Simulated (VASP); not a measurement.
# C (P6_3/mmc) in VASP: phonons with LDA

Aim: the phonons of C with LDA.

Everything below comes from runs of VASP 6.6.1. Logs are shortened: lines on timing, memory, paths and dates and some standing lists are left out, and cuts for length are marked.

**1. The crystal as given**

Symmetry: P6_3/mmc, No. 194, hexagonal system. The conventional cell has a = 2.483 Å, b = 2.483 Å, c = 4.136 Å, α = 90.00°, β = 90.00°, γ = 120.00°. Around C (site symmetry 3m) lie 4 C at 1.53 to 1.55 Å.

The cell was built by a generator and needn't be a form met in nature.

**2. Phonons, LDA**

INCAR

```
SYSTEM = C
ALGO = Fast
EDIFF = 1E-8
ENCUT = 520
IBRION = 8
ISIF = 2
ISMEAR = 0
LASPH = .TRUE.
LCHARG = .TRUE.
LREAL = .FALSE.
LWAVE = .FALSE.
NELM = 100
NSW = 1
PREC = Accurate
SIGMA = 0.01
```

KPOINTS

```
k-points
0
G
  12 12 8
  0 0 0
```

POSCAR

```
C
1.0
    2.4832987350      0.0000000000      0.0000000000
   -1.2416493675      2.1505997897      0.0000000000
    0.0000000000      0.0000000000      4.1361852729
C
4
Direct
    0.3333333333      0.6666666667      0.0628288873
    0.6666666667      0.3333333333      0.5628288873
    0.6666666667      0.3333333333      0.9371711127
    0.3333333333      0.6666666667      0.4371711127
```

Potentials or basis: VASP PAW LDA potentials, release 64 (C).

Command:

```
> cat potpaw_LDA.64/C/POTCAR > POTCAR
> mpirun -np 1 vasp_std > vasp.out
```

OUTCAR:

```text
SYSTEM = C
   EDIFF = 1E-8
   ENCUT = 520
   IBRION = 8
   ISIF = 2
   ISMEAR = 0
   LASPH = .TRUE.
   LREAL = .FALSE.
   NELM = 100
   NSW = 1
   PREC = Accurate

 ion  position               nearest neighbor table
   1  0.333  0.667  0.063-   3 1.53   3 1.53   3 1.53   4 1.55
   2  0.667  0.333  0.563-   4 1.53   4 1.53   4 1.53   3 1.55
   3  0.667  0.333  0.937-   1 1.53   1 1.53   1 1.53   2 1.55
   4  0.333  0.667  0.437-   2 1.53   2 1.53   2 1.53   1 1.55

  LATTYP: Found a hexagonal cell.
 ALAT       =     2.4832987350
 C/A-ratio  =     1.6656011678

  Lattice vectors:

 A1 = (   2.4832987350,   0.0000000000,   0.0000000000)
 A2 = (  -1.2416493675,   2.1505997897,   0.0000000000)
 A3 = (   0.0000000000,   0.0000000000,   4.1361852729)

Analysis of symmetry for initial positions (statically):
=====================================================================
 Subroutine PRICEL returns:
 Original cell was already a primitive cell.

 Routine SETGRP: Setting up the symmetry group for a
 hexagonal supercell.

 Subroutine GETGRP returns: Found 24 space group operations
 (whereof 12 operations were pure point group operations)
 out of a pool of 24 trial point group operations.

The static configuration has the point symmetry D_3d.
 The point group associated with its full space group is D_6h.

Analysis of symmetry for dynamics (positions and initial velocities):
=====================================================================
 Subroutine PRICEL returns:
 Original cell was already a primitive cell.

 Routine SETGRP: Setting up the symmetry group for a
 hexagonal supercell.

 Subroutine GETGRP returns: Found 24 space group operations
 (whereof 12 operations were pure point group operations)
 out of a pool of 24 trial point group operations.

The dynamic configuration has the point symmetry D_3d.
 The point group associated with its full space group is D_6h.

 Subroutine INISYM returns: Found 24 space group operations
 (whereof 12 operations are pure point group operations),
 and found     1 'primitive' translations

----------------------------------------------------------------------------------------

                                     Primitive cell

  volume of cell :      22.0896

  direct lattice vectors                    reciprocal lattice vectors
     2.483298735  0.000000000  0.000000000     0.402690174  0.232493280  0.000000000
    -1.241649367  2.150599790  0.000000000     0.000000000  0.464986561  0.000000000
     0.000000000  0.000000000  4.136185273     0.000000000  0.000000000  0.241768667

  length of vectors
     2.483298735  2.483298735  4.136185273     0.464986561  0.464986561  0.241768667

  position of ions in fractional coordinates (direct lattice)
     0.333333333  0.666666667  0.062828887
     0.666666667  0.333333333  0.562828887
     0.666666667  0.333333333  0.937171113
     0.333333333  0.666666667  0.437171113

  ion indices of the primitive-cell ions
   primitive index   ion index
                 1           1
                 2           2
                 3           3
                 4           4

----------------------------------------------------------------------------------------

 KPOINTS: k-points

Automatic generation of k-mesh.
 Grid dimensions read from file:
 generate k-points for:   12   12    8

 Generating k-lattice:

  Cartesian coordinates                     Fractional coordinates (reciprocal lattice)
     0.033557515  0.019374440  0.000000000     0.083333333 -0.000000000  0.000000000
     0.000000000  0.038748880  0.000000000     0.000000000  0.083333333  0.000000000
     0.000000000  0.000000000  0.030221083     0.000000000  0.000000000  0.125000000

  Length of vectors
     0.038748880  0.038748880  0.030221083

  Shift w.r.t. Gamma in fractional coordinates (k-lattice)
     0.000000000  0.000000000  0.000000000
[... 91 lines left out ...]

 number of electron      15.9999992 magnetization

 Free energy of the ion-electron system (eV)
  ---------------------------------------------------
  ext. energy  EPLUGINS =         0.00000000
  ---------------------------------------------------
  free energy    TOTEN  =       -40.39013979 eV

  energy without entropy =      -40.39013979  energy(sigma->0) =      -40.39013979

 E-fermi :  10.5439     XC(G=0): -13.6234

 val. band max:       10.4237056477   @ k =   0.0000   0.0000   0.0000
 cond. band min:      13.4326867076   @ k =   0.3333   0.3333   0.0000
 fundamental gap:      3.0089810599
 Fermi energy:        10.5438725115

 k-point     1 :       0.0000    0.0000    0.0000
  band No.  band energies     occupation
      1     -11.5806      2.00000
      2      -5.8012      2.00000
      3      -3.5742      2.00000
      4       7.2741      2.00000
      5       7.2741      2.00000
      6       9.9039      2.00000
      7      10.4237      2.00000
      8      10.4237      2.00000
      9      15.3931      0.00000
     10      15.3931      0.00000
     11      15.7724      0.00000
     12      19.0981      0.00000
[... 331 lines left out ...]
 k-point    24 :       0.3333    0.0000    0.1250
  band No.  band energies     occupation
      1      -8.7104      2.00000
      2      -4.0517      2.00000
      3      -0.9564      2.00000
      4       0.3182      2.00000
      5       3.3648      2.00000
      6       4.5304      2.00000
      7       6.6273      2.00000
      8       7.6236      2.00000
      9      15.2178      0.00000
     10      17.7326      0.00000
     11      18.7980      0.00000
     12      19.0207      0.00000

 [... further k-points ...]

------------------------ aborting loop because EDIFF is reached ----------------------------------------

  FORCE on cell =-STRESS in cart. coord.  units (eV):
  Direction    XX          YY          ZZ          XY          YZ          ZX
  --------------------------------------------------------------------------------------
  -------------------------------------------------------------------------------------
  Total        0.2208741      0.2208741      0.2195029      0.0000000      0.0000000     -0.0000000
  in kB       16.0201575     16.0201575     15.9207044      0.0000000      0.0000000     -0.0000000
  external PRESSURE =      15.9870065 kB  Pullay stress =       0.0000000 kB

 VOLUME and BASIS-vectors are now :
 -----------------------------------------------------------------------------
  energy-cutoff  :      520.00
  volume of cell :       22.09
      direct lattice vectors                 reciprocal lattice vectors
     2.483298735  0.000000000  0.000000000     0.402690174  0.232493280  0.000000000
    -1.241649367  2.150599790  0.000000000     0.000000000  0.464986561  0.000000000
     0.000000000  0.000000000  4.136185273     0.000000000  0.000000000  0.241768667

 POSITION                                       TOTAL-FORCE (eV/Angst)
 -----------------------------------------------------------------------------------
     -0.00000      1.43373      0.25987         0.000000      0.000000      0.005293
      1.24165      0.71687      2.32796        -0.000000      0.000000      0.005293
      1.24165      0.71687      3.87631        -0.000000     -0.000000     -0.005293
     -0.00000      1.43373      1.80822         0.000000      0.000000     -0.005293
 -----------------------------------------------------------------------------------
    total drift:                               -0.000000      0.000000     -0.000000

  FREE ENERGIE OF THE ION-ELECTRON SYSTEM (eV)
  ---------------------------------------------------
  free  energy   TOTEN  =       -40.3901397859 eV

  energy  without entropy=      -40.3901397859  energy(sigma->0) =      -40.39013979

[... ionic steps 2 to 3 ...]

--------------------------------------- Ionic step        4  -------------------------------------------

------------------------ aborting loop because EDIFF is reached ----------------------------------------

[... ionic steps 5 to 5 ...]

--------------------------------------- Ionic step        6  -------------------------------------------

 Free energy of the ion-electron system (eV)
  ---------------------------------------------------
  ---------------------------------------------------
  free energy    TOTEN  =        -0.13178632 eV

  energy without entropy =       -0.13178632

------------------------ aborting loop because EDIFF is reached ----------------------------------------

 INTERNAL STRAIN TENSOR  FOR ION    1  DIRECTION 3   (eV/Angst):
 -----------------------------------------------------------------------------
    -2.42002  0.00000  0.00000
     0.00000 -2.42002  0.00000
     0.00000  0.00000  1.16264

 INTERNAL STRAIN TENSOR FOR ION    4 for displacements in x,y,z  (eV/Angst):
          X           Y           Z          XY          YZ          ZX
  --------------------------------------------------------------------------------
  x     0.00000     0.00000     0.00000    -4.38179     0.00000     4.76132
  y    -4.38179     4.38179     0.00000    -0.00000     5.11768     0.00000
  z     2.42002     2.42002    -1.16264     0.00000    -0.00000     0.00000

 SECOND DERIVATIVES (NOT SYMMETRIZED)
 ------------------------------------
               1X          1Y          1Z          2X          2Y          2Z          3X          3Y          3Z          4X          4Y          4Z
  1X   -39.072599    0.000000    0.000000   -0.025487    0.000000   -0.000000   32.895572    0.000000    0.000000    6.202513    0.000000    0.000000
  1Y     0.000000  -39.072599   -0.000000    0.000000   -0.025487   -0.000000    0.000000   32.895572   -0.000000    0.000000    6.202513    0.000000
  1Z     0.000000    0.000000  -48.996310    0.000000    0.000000   11.703441    0.000000    0.000000   23.093325    0.000000    0.000000   14.199543
  2X    -0.025487    0.000000    0.000000  -39.072599    0.000000    0.000000    6.202513    0.000000    0.000000   32.895572    0.000000    0.000000
  2Y    -0.000000   -0.025487    0.000000    0.000000  -39.072599    0.000000    0.000000    6.202513    0.000000    0.000000   32.895572    0.000000
  2Z    -0.000000    0.000000   11.703441    0.000000   -0.000000  -48.996310    0.000000   -0.000000   14.199543    0.000000   -0.000000   23.093325
  3X    32.895572    0.000000    0.000000    6.202513    0.000000    0.000000  -39.072599    0.000000    0.000000   -0.025487    0.000000   -0.000000
  3Y     0.000000   32.895572   -0.000000    0.000000    6.202513    0.000000    0.000000  -39.072599   -0.000000    0.000000   -0.025487   -0.000000
  3Z     0.000000    0.000000   23.093325    0.000000    0.000000   14.199543    0.000000    0.000000  -48.996310    0.000000    0.000000   11.703441
  4X     6.202513    0.000000    0.000000   32.895572    0.000000    0.000000   -0.025487    0.000000    0.000000  -39.072599    0.000000    0.000000
  4Y     0.000000    6.202513    0.000000    0.000000   32.895572    0.000000   -0.000000   -0.025487    0.000000    0.000000  -39.072599    0.000000
  4Z     0.000000   -0.000000   14.199543    0.000000   -0.000000   23.093325   -0.000000    0.000000   11.703441    0.000000   -0.000000  -48.996310

 Eigenvectors and eigenvalues of the dynamical matrix
 ----------------------------------------------------

   1 f  =   39.889068 THz   250.630405 2PiTHz 1330.556081 cm-1   164.967855 meV
             X         Y         Z           dx          dy          dz
     -0.000000  1.433733  0.259872    -0.000002   -0.500000   -0.000000
      1.241649  0.716867  2.327965    -0.000002   -0.500000    0.000000
      1.241649  0.716867  3.876313     0.000002    0.500000    0.000000
     -0.000000  1.433733  1.808221     0.000002    0.500000   -0.000000
[... 64 lines left out ...]
  11 f  =    0.000001 THz     0.000004 2PiTHz    0.000022 cm-1     0.000003 meV
             X         Y         Z           dx          dy          dz
     -0.000000  1.433733  0.259872     0.499382   -0.024804    0.001384
      1.241649  0.716867  2.327965     0.499382   -0.024804    0.001384
      1.241649  0.716867  3.876313     0.499382   -0.024804    0.001384
     -0.000000  1.433733  1.808221     0.499382   -0.024804    0.001384

  12 f/i=    0.000001 THz     0.000005 2PiTHz    0.000029 cm-1     0.000004 meV
             X         Y         Z           dx          dy          dz
     -0.000000  1.433733  0.259872     0.024842    0.498702   -0.026059
      1.241649  0.716867  2.327965     0.024842    0.498702   -0.026059
      1.241649  0.716867  3.876313     0.024842    0.498702   -0.026059
     -0.000000  1.433733  1.808221     0.024842    0.498702   -0.026059

--------------------------------------------------------------------------------------------------------

 ELASTIC MODULI CONTR FROM IONIC RELAXATION (kBar)
 Direction    XX          YY          ZZ          XY          YZ          ZX
 --------------------------------------------------------------------------------
 XX        -107.5141     61.9528     10.9444     -0.0000      0.0000      0.0000
 YY          61.9528   -107.5141     10.9444      0.0000     -0.0000     -0.0000
 ZZ          10.9444     10.9444     -5.2579     -0.0000      0.0000      0.0000
 XY          -0.0000      0.0000     -0.0000    -84.7334      0.0000      0.0000
 YZ           0.0000     -0.0000      0.0000      0.0000    -97.1725      0.0000
 ZX           0.0000     -0.0000      0.0000      0.0000      0.0000    -84.1108
 --------------------------------------------------------------------------------
```

Wall time 3.8 min (1 thread of Intel Xeon Platinum 8488C (Sapphire Rapids), shared host); peak memory 0.36 GiB.

What came out:

- Highest phonon frequency at Γ: 1331 cm⁻¹

Phonon frequencies in cm⁻¹ (negative: imaginary):
```
              q point                                       frequencies
(0.000, 0.000, 0.000)  0 0 0 529 529 1083 1220 1220 1255 1299 1331 1331
```

Caveat: the atoms weren't relaxed first, which shifts response properties.
